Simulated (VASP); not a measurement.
# Settings for CaO: equation of state

CaO, Fm-3m (no. 225), 2 atoms in the cell. LDA; PAW potentials Ca_sv, O (LDA set). VASP 6.6.1.

Wanted: equilibrium volume within 0.2 %; bulk modulus within 1 %.

What the run is for: equation of state; Accuracy asked: standard.

The series start from Plane-wave cutoff (eV): 520; k-point mesh: 8 × 8 × 8; Volumes: 5 from 0.92 to 1.08; Precision mode (PREC): Accurate; Electronic threshold (eV): 1e-6; Start of each volume: each volume from scratch. Each series keeps the choices made before it, and each single choice may use up half of a tolerance. Times cover all steps of a run.

## Plane-wave cutoff (eV)

| Plane-wave cutoff (eV) | Equilibrium volume (Å³/atom) | Bulk modulus (GPa) | Time (s) |
|---|---|---|---|
| 320 | 13.17 | 151.7 | 29 |
| 400 | 13.15 | 138.1 | 38 |
| 460 | 13.16 | 127.8 | 37 |
| 520 | 13.16 | 128 | 71 |
| 600 | 13.16 | 128.6 | 71 |
| 700 | 13.15 | 128.2 | 78 |
| 840 (reference) | 13.15 | 128.2 | 79 |

Chosen: 460, the loosest value from which every tighter one stays within half of the tolerance.

## k-point mesh

| k-point mesh | Equilibrium volume (Å³/atom) | Bulk modulus (GPa) | Time (s) |
|---|---|---|---|
| 3 × 3 × 3 | 13.2 | 129.7 | 11 |
| 4 × 4 × 4 | 13.16 | 132.4 | 15 |
| 5 × 5 × 5 | 13.16 | 129.5 | 15 |
| 6 × 6 × 6 | 13.16 | 128.8 | 20 |
| 8 × 8 × 8 | 13.16 | 127.8 | 37 |
| 10 × 10 × 10 | 13.16 | 128.3 | 46 |
| 12 × 12 × 12 (reference) | 13.16 | 128.3 | 61 |

Chosen: 6 × 6 × 6.

## Volumes

| Volumes | Equilibrium volume (Å³/atom) | Bulk modulus (GPa) | Time (s) |
|---|---|---|---|
| 5 from 0.88 to 1.12 | 13.16 | 128.1 | 21 |
| 5 from 0.92 to 1.08 | 13.16 | 128.8 | 20 |
| 7 from 0.91 to 1.09 (reference) | 13.16 | 128.2 | 28 |

Chosen: 5 from 0.88 to 1.12.

## Precision mode (PREC)

| Precision mode (PREC) | Equilibrium volume (Å³/atom) | Bulk modulus (GPa) | Time (s) |
|---|---|---|---|
| SingleN | 13.18 | 126.4 | 16 |
| Normal | 13.16 | 127.4 | 16 |
| Accurate (reference) | 13.16 | 128.1 | 21 |

Chosen: Accurate; the one before it in the list is off by more than half of the tolerance.

## Electronic threshold (eV)

| Electronic threshold (eV) | Equilibrium volume (Å³/atom) | Bulk modulus (GPa) | Time (s) |
|---|---|---|---|
| 0.001 | 13.16 | 128.1 | 20 |
| 0.0001 | 13.16 | 128.1 | 20 |
| 1e-5 | 13.16 | 128.1 | 23 |
| 1e-6 | 13.16 | 128.1 | 21 |
| 1e-7 (reference) | 13.16 | 128.1 | 25 |

Chosen: 0.001.

## Start of each volume

| Start of each volume | Equilibrium volume (Å³/atom) | Bulk modulus (GPa) | Time (s) |
|---|---|---|---|
| each volume from scratch | 13.16 | 128.1 | 20 |
| orbitals of the volume before (WAVECAR) | 13.16 | 128 | 13 |

Chosen: orbitals of the volume before (WAVECAR), the fastest of those that stay within half of the tolerance.

## All choices together

| Input | Equilibrium volume (Å³/atom) | Bulk modulus (GPa) | Time (s) |
|---|---|---|---|
| the program's defaults (naive) | 13.12 | 139.8 | 9.7 |
| chosen settings | 13.16 | 128 | 13 |
| reference settings throughout | 13.15 | 128.1 | 237 |

The tolerance is met.

## The input

INCAR:
```
SYSTEM = CaO
  ALGO = Normal
  EDIFF = 0.001
  EFERMI = MIDGAP
  ENCUT = 460
  GGA = CA
  GGA_COMPAT = .False.
  ISIF = 2
  ISMEAR = 0
  LASPH = .True.
  LCHARG = .False.
  LREAL = .False.
  LWAVE = .True.
  NELM = 120
  NSW = 0
  PREC = Accurate
  SIGMA = 0.03
```

KPOINTS:
```
Automatic mesh
0
Gamma
  6 6 6
  0 0 0
```

POSCAR.step1:
```
CaO
1.0
    0.0000000000      2.3032888979      2.3032888979
    2.3032888979      0.0000000000      2.3032888979
    2.3032888979      2.3032888979      0.0000000000
Ca O
1 1
Direct
    0.0000000000      0.0000000000      0.0000000000
    0.5000000000      0.5000000000      0.5000000000
```

POSCAR.step2:
```
CaO
1.0
    0.0000000000      2.3544897713      2.3544897713
    2.3544897713      0.0000000000      2.3544897713
    2.3544897713      2.3544897713      0.0000000000
Ca O
1 1
Direct
    0.0000000000      0.0000000000      0.0000000000
    0.5000000000      0.5000000000      0.5000000000
```

POSCAR.step3:
```
CaO
1.0
    0.0000000000      2.4035556960      2.4035556960
    2.4035556960      0.0000000000      2.4035556960
    2.4035556960      2.4035556960      0.0000000000
Ca O
1 1
Direct
    0.0000000000      0.0000000000      0.0000000000
    0.5000000000      0.5000000000      0.5000000000
```

POSCAR.step4:
```
CaO
1.0
    0.0000000000      2.4506962070      2.4506962070
    2.4506962070      0.0000000000      2.4506962070
    2.4506962070      2.4506962070      0.0000000000
Ca O
1 1
Direct
    0.0000000000      0.0000000000      0.0000000000
    0.5000000000      0.5000000000      0.5000000000
```

POSCAR.step5:
```
CaO
1.0
    0.0000000000      2.4960897550      2.4960897550
    2.4960897550      0.0000000000      2.4960897550
    2.4960897550      2.4960897550      0.0000000000
Ca O
1 1
Direct
    0.0000000000      0.0000000000      0.0000000000
    0.5000000000      0.5000000000      0.5000000000
```

Commands (each step's output is kept before the next begins):
```
cat potpaw_LDA.64/Ca_sv/POTCAR potpaw_LDA.64/O/POTCAR > POTCAR
cp POSCAR.step1 POSCAR
mpirun -np 1 vasp_std > vasp.out
cp POSCAR.step2 POSCAR
mpirun -np 1 vasp_std > vasp.out
cp POSCAR.step3 POSCAR
mpirun -np 1 vasp_std > vasp.out
cp POSCAR.step4 POSCAR
mpirun -np 1 vasp_std > vasp.out
cp POSCAR.step5 POSCAR
mpirun -np 1 vasp_std > vasp.out
```

The chosen input took VASP 6.6.1 13 s on 1 core (Intel Xeon Platinum 8259CL @ 2.50GHz (Skylake/Cascade Lake)), a shared host.

## An input that fails: cutoff far too low

It runs to its end, but against the unchanged starting input it is off by 0.051 % in the equilibrium volume, 4.4 % in the bulk modulus.

Changes against the starting input:
```
(all steps)
- PREC = Accurate
- NELM = 120
- ENCUT = 520
+ PREC = Low
+ NELM = 54
+ ENCUT = 240
```
